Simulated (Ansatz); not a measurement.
MgF2 (Sellaite):

```
Mg F
1.0
     4.62500    0.00000    0.00000
     0.00000    4.62500    0.00000
     0.00000    0.00000    3.05200
Mg F
2 4
Direct
  0.50000 0.50000 0.50000
  0.00000 0.00000 0.00000
  0.80300 0.19700 0.50000
  0.69700 0.69700 0.00000
  0.19700 0.80300 0.50000
  0.30300 0.30300 0.00000
```

- Program: Ansatz 0.2.0
- Task: single point
- Functional: PBE
- Potentials or basis: Ansatz PAW
- Cutoff: 420 eV (not typed: the program's choice for these potentials)
- k mesh: 6 × 6 × 9
- Occupations: fermi-dirac, width 0.05 eV
- Spin: no spin polarisation

On this cell: pressure 4.5 GPa; largest force 0.023 eV/Å; band gap on the k mesh 7.13 eV, direct.

The same run follows on a disturbed copy (atoms moved at random, drawn with an rms of 0.05 Å):

```
Mg F
1.0
     4.62500    0.00000    0.00000
     0.00000    4.62500    0.00000
     0.00000    0.00000    3.05200
Mg F
2 4
Direct
  0.49949 0.49856 0.49257
  0.99715 0.99374 0.98730
  0.80489 0.19852 0.50408
  0.69802 0.68044 0.99419
  0.20017 0.79432 0.49481
  0.30484 0.30364 0.00568
```

What changes?

The energy moves by +7.6 meV/atom; pressure 4.9 GPa; largest force 0.650 eV/Å; band gap on the k mesh 7.11 eV, direct.

Forces on the atoms (eV/Å):
```
Mg   0.007 -0.279  0.215
Mg   0.155  0.085  0.320
F    0.061 -0.329 -0.237
F    0.324  0.564 -0.007
F   -0.270  0.353 -0.058
F   -0.276 -0.396 -0.232
```

Stress tensor (GPa, compression positive):
```
 4.71 -0.20  0.43
-0.20  4.66  0.07
 0.43  0.07  5.23
```

Caveats: odd divisions of the mesh miss points on the zone boundary, where band edges often lie, so the gap on the mesh can be too wide.

A k mesh can miss the band edges.
